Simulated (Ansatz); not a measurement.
Runs of Ansatz 0.2.0 on SiNi2. Symmetry: P6_3/mmc, No. 194, hexagonal system. The conventional cell has a = 3.836 Å, b = 3.836 Å, c = 4.948 Å, α = 90.00°, β = 90.00°, γ = 120.00°. Ni (site symmetry -6m2) is surrounded by 5 Si at 2.21 to 2.47 Å and 6 Ni at 2.54 Å. Ni (site symmetry -3m) has 8 Ni at 2.47 to 2.54 Å and 6 Si at 2.54 Å as nearest neighbours. Around Si (site symmetry -6m2) lie 11 Ni at 2.21 to 2.54 Å. 

```tsv
task	level	cell	k mesh	points for each segment of the path	gap on the mesh (eV)	pressure (GPa)	moment (μB)	relaxed volume (Å³/atom)
relaxation of cell and atoms	PBEsol+D3(BJ)	relaxed	6 × 6 × 5	-	none	0.0	0.00	10.30
relaxation of cell and atoms	PBEsol+D4	relaxed	6 × 6 × 5	-	none	0.0	0.00	10.43
relaxation of cell and atoms	PBEsol	relaxed	6 × 6 × 5	-	none	0.0	0.00	(b)
relaxation of cell and atoms	PBEsol+D4	relaxed	8 × 8 × 6	-	none	0.0	0.00	10.44
band structure	BLYP	as given	8 × 8 × 6	14	none	(a)	0.00	-
```

Alike in all rows: potentials or basis Ansatz PAW; spin collinear, ferromagnetic start; cutoff (eV) 420; smearing fermi-dirac 0.05 eV.

Problem. Fill in the values left out.

Solution. (a) 21.1; (b) 10.62.

Caveats: the PAW data sets come from PBE, with cores solved anew for the run's functional, which leaves a small shift of forces and pressure; the plane-wave basis is chosen anew once the cell has moved, so the energies of steps on either side of that aren't comparable (some runs); pairwise dispersion overbinds metals, which lowers pressure and volume (some runs); the potentials were made for another functional, which shifts forces and pressure (some runs); so large a pressure means that the cell lies far from this level's equilibrium, or that cutoff or potentials fall short (some runs).

A k mesh can miss the band edges.

A gap of «none» marks a metal or a gap under the smearing width.

Not every run made on this cell is shown here.
